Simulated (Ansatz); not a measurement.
Ansatz (a quantum-chemistry and plane-wave program) input:

Ansatz 0.2 input:
```yaml
crystal:
  lattice:
    - [4.1312958643, 0.0, 0.0]
    - [0.0, 4.1312958643, 0.0]
    - [0.0, 0.0, 4.1312958643]
  atoms:
    - { symbol: Ba, position: [0.0, 0.0, 0.0] }
    - { symbol: Sn, position: [0.5, 0.5, 0.5] }
    - { symbol: O, position: [0.0, 0.5, 0.5] }
    - { symbol: O, position: [0.5, 0.5, 0.0] }
    - { symbol: O, position: [0.5, 0.0, 0.5] }
kpoints:
  mp_grid: { grid: [7, 7, 7] }
hamiltonian:
  xc: r2scan
  pseudopotentials: { kind: paw }
scf:
  occupations: { method: fixed }
elastic: { mode: relaxed_ion, stencil: two_point, amplitude: 0.005, f_tol: 0.0005 }
```

Output (shortened):

```
Pseudopotential: Ba, paw, valence charge 10
Pseudopotential: Sn, paw, valence charge 14
Pseudopotential: O, paw, valence charge 6
Functional definition: r2SCAN
Crystal: 5 atoms, lattice volume = 70.511 Å³
Basis set: ecut = 500 eV, 1791 PW (Γ), exchange–correlation on 128×128×128 points (64 copies of the dense FFT grid, shifted against one another)
Bands: 26, of which v1, the nominal top of the filled ones, is band 21 counted from 1 (20 counted from 0)
Symmetry: 48 space group operations
Space group: Pm-3m (ITA 221), of the structure as read, at distance tolerance 4.1e-5 Å
k-points: 20 of 343
SCF 1 converged in 11 iterations: F = -13713.363458 eV  dr2 = 7.05e-16
Crystal: 5 atoms, lattice volume = 70.511 Å³
SCF 2 converged in 2 iterations: F = -13713.363458 eV  dr2 = 2.77e-16
Crystal: 5 atoms, lattice volume = 70.159 Å³
Symmetry: 16 space group operations
k-points: 40 of 343
SCF 3 converged in 11 iterations: F = -13713.361838 eV  dr2 = 1.68e-15
Crystal: 5 atoms, lattice volume = 70.864 Å³
Basis set: ecut = 500 eV, 1799 PW (Γ), exchange–correlation on 128×128×128 points (64 copies of the dense FFT grid, shifted against one another)
SCF 4 converged in 8 iterations: F = -13713.361867 eV  dr2 = 2.68e-14
Crystal: 5 atoms, lattice volume = 70.511 Å³
Symmetry: 8 space group operations
k-points: 64 of 343
SCF 5 converged in 10 iterations: F = -13713.362887 eV  dr2 = 5.81e-15
Crystal: 5 atoms, lattice volume = 70.511 Å³
SCF 6 converged in 8 iterations: F = -13713.362887 eV  dr2 = 6.91e-15
SCF converged after 2 iterations
Free energy (F): -13713.363458 eV
Harris-Foulkes:  -13713.363458 eV  (|F-HF|=9.09e-12)
Internal energy: -13713.363458 eV  (E = F + TS)
E sigma→0 (E₀):  -13713.363458 eV
Fermi energy:    9.693096 eV
--- Per-component energies (eV) ---
  E_band       = -51.453096
  E_kinetic    = 890.855507
  E_local      = -2073.998680  (includes V_loc(G=0)·N_el)
  E_nonlocal   = 168.773937
  E_hartree    = 1014.374911
  E_xc         = -751.605000
  E_vxc        = -568.814283  (∫ρ·V_xc dr)
  E_paw        = -9904.483963  (= ΣΔE_a)
  E_vpaw       = -530.708851  (= ΣTr[D̂ρ^β])
  E_aug_tail   = 0.003254  (compensation charges beyond the density's cutoff)
  E_vtau       = 33.686199  (kinetic-family band-sum trace: ∫τ·v_τ [+ j·A + Jᵃ·Aᵃ] dr)
  E_ewald      = -3057.993338
  E_core_change = 0.709913  (= ΣΔE_core)
  E_smearing   =  0.000000  (= −TS)
  E_closure    = 0.000000  (closes the sum)
  Σ components = -13713.363458   (vs F -13713.363458, Δ=0.00e0)
--- Forces (eV/Å), atoms counted from 1 ---
  atom   1  Ba     0.00000000     0.00000000     0.00000000
  atom   2  Sn     0.00000000     0.00000000     0.00000000
  atom   3  O      0.00000000     0.00000000     0.00000000
  atom   4  O      0.00000000     0.00000000     0.00000000
  atom   5  O      0.00000000     0.00000000     0.00000000
  max |Σ_I F_I| component: 0.0 eV/Å
--- Stress (GPa, compression-positive) ---
       -0.004962       0.000000       0.000000
        0.000000      -0.004962       0.000000
        0.000000       0.000000      -0.004962
  P = ⅓ Tr σ = -0.0050 GPa (-0.050 kbar)
--- Band table (eV; the first three rows and the last of 20) ---
  k-point 0: bands = ["-15.7767", "-11.5173", "-11.5173", "-10.6115", "-10.6115", "-10.6115", "-8.7874", "-5.8976", "-5.8976", "-0.5925", "-0.5925", "-0.5925", "5.2633", "5.2633", "5.2633", "8.6832", "8.6832", "8.6832", "9.2756", "9.2756", "9.2756", …
  k-point 1: bands = ["-15.7608", "-11.5166", "-11.4562", "-10.6150", "-10.6150", "-10.6114", "-8.7568", "-6.1608", "-5.8940", "-0.5553", "-0.5553", "-0.5180", "5.2401", "5.2454", "5.2454", "8.5495", "8.6263", "8.6263", "8.8238", "9.2051", "9.2051", …
  k-point 2: bands = ["-15.7247", "-11.5150", "-11.3164", "-10.6229", "-10.6229", "-10.6112", "-8.6190", "-6.7998", "-5.8858", "-0.4687", "-0.4687", "-0.3776", "5.1899", "5.1899", "5.2369", "8.1324", "8.2770", "8.5501", "8.5501", "9.0251", "9.0251", …
  k-point 19: bands = ["-15.5913", "-10.9034", "-10.9034", "-10.6479", "-10.6479", "-10.6463", "-7.8066", "-7.6205", "-7.6205", "-0.9532", "-0.9532", "-0.8885", "1.1865", "8.0686", "8.2154", "8.2154", "8.8761", "8.8761", "9.6214", "9.6214", "9.6931", …
--- Elastic constants: 2 strain directions × 2 members + reference (group order 48) ---
  dense FFT box of the reference and of every strained cell: 32×32×32
  strains applied: 11, 23; error gains: componentwise 1.00 (the most a stress slope's error grows in a printed constant), spectral 1.73 (1 for all six strains …
  C = ∂σ_k/∂η_j (tension-positive GPa; Voigt order 11 22 33 23 13 12):
       292.192     91.414     91.414      0.000      0.000      0.000
        91.414    292.192     91.414      0.000      0.000      0.000
        91.414     91.414    292.192      0.000      0.000      0.000
         0.000      0.000      0.000    104.130      0.000      0.000
         0.000      0.000      0.000      0.000    104.130      0.000
         0.000      0.000      0.000      0.000      0.000    104.130
  reference stress σ⁰ (GPa):      0.005      0.005      0.005      0.000      0.000      0.000
  moduli (Voigt/Reuss/Hill, GPa): K = 158.34/158.34/158.34   G = 102.63/102.60/102.62   E = 253.16   ν = 0.234
  mechanically stable: yes (min eigenvalue of sym C = 104.13 GPa)
  strain η (Voigt 11):  stress-route row diagonal C_11 = 292.19 GPa, energy-path curvature d²(F+E_count+ΔE)/dδ²/Ω₀ = 292.18 GPa
         δ    σ_11 (GPa)             F (eV)   n_scf  n_hpsi   n_pw
    -5.000e-3      -1.4935      -13713.3618380      11   24580   1803   relax 0 steps, max|allowed force component| 0.0 eV/Å
     5.000e-3       1.4285      -13713.3618671       8   19798   1823   relax 0 steps, max|allowed force component| 0.0 eV/Å
  strain η (Voigt 23):  stress-route row diagonal C_44 = 104.13 GPa, energy-path curvature d²(F+E_count+ΔE)/dδ²/Ω₀ = 104.13 GPa
         δ    σ_23 (GPa)             F (eV)   n_scf  n_hpsi   n_pw
    -5.000e-3      -0.5206      -13713.3628867      10   38099   1808   relax 0 steps, max|allowed force component| 0.0 eV/Å
     5.000e-3       0.5206      -13713.3628867       8   31995   1808   relax 0 steps, max|allowed force component| 0.0 eV/Å
```

Cost: very roughly 60 core-seconds on shared cores.

The r²SCAN relaxation kept the symmetry of its start; phonons on a q-mesh show no instability. Spin–orbit coupling is left out wherever it is not named.

Potentials: the later of the program's two PAW sets.

Ansatz is a plane-wave DFT program.
